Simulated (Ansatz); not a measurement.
**Response of CoO to small distortions**

```
CELL_PARAMETERS angstrom
0.00000 2.13150 2.13150
2.13150 0.00000 2.13150
2.13150 2.13150 0.00000
ATOMIC_POSITIONS crystal
Co 0.00000 0.00000 0.00000
O 0.50000 0.50000 0.50000
```

Atoms are numbered in the order listed.

The cell comes from COD entry 1533087, which wasn't checked; take it as a given geometry.

Semilocal functionals without U often leave such compounds metallic or with too small a gap, and the real magnetic order may differ.

Other magnetic orders may lie lower; this is the state that the run reached.

All numbers below come from DFT, PBEsol, all-electron LAPW, scalar-relativistic (Ansatz 0.2.0).

Numerical set-up: a Γ-centred 16×16×16 k mesh, Fermi–Dirac smearing of 0.05 eV, basis error target 0.5 meV/atom, spin-polarised from start moments Co1 2 μB.

The unchanged cell is at -10.76 GPa.

In a metal, stresses and small energies carry noise from the k mesh.

x, y and z are the Cartesian axes of the cell as listed; fractional coordinates follow a strain, and an engineering shear is twice the off-diagonal strain component.

**Question.** With this change (equal xy, yz and zx engineering shear strains of -3 %), what becomes of the energy and stress and moment?

**Answer.** Energy change -2 meV/atom; stress change (xx, yy, zz, yz, xz, xy) -0.23, -0.23, -0.23, -0.30, -0.30, -0.30 GPa, compression positive; moment 2.96 → 2.96 μB.

**Question.** With this change (equal xy, yz and zx engineering shear strains of -1 %), what becomes of the energy and stress and moment?

**Answer.** Energy change under 1 meV/atom; stress change (xx, yy, zz, yz, xz, xy) -0.03, -0.03, -0.03, -0.19, -0.19, -0.19 GPa, compression positive; moment 2.96 → 2.96 μB.

**Question.** With this change (equal xy, yz and zx engineering shear strains of +2 %), what becomes of the energy and stress and moment?

**Answer.** Energy change under 1 meV/atom; stress change (xx, yy, zz, yz, xz, xy) -0.11, -0.11, -0.11, 0.36, 0.36, 0.36 GPa, compression positive; moment 2.96 → 2.96 μB.

With equal xy, yz and zx engineering shear strains of -2 %: energy change under 1 meV/atom; stress change (xx, yy, zz, yz, xz, xy) -0.10, -0.10, -0.10, -0.30, -0.30, -0.30 GPa, compression positive; moment 2.96 → 2.96 μB.

With equal xy, yz and zx engineering shear strains of +1 %: energy change under 1 meV/atom; stress change (xx, yy, zz, yz, xz, xy) -0.03, -0.03, -0.03, 0.21, 0.21, 0.21 GPa, compression positive; moment 2.96 → 2.96 μB.

**Question.** With this change (equal xy, yz and zx engineering shear strains of +3 %), what becomes of the energy and stress and moment?

**Answer.** Energy change -2 meV/atom; stress change (xx, yy, zz, yz, xz, xy) -0.23, -0.23, -0.23, 0.42, 0.42, 0.42 GPa, compression positive; moment 2.96 → 2.96 μB.
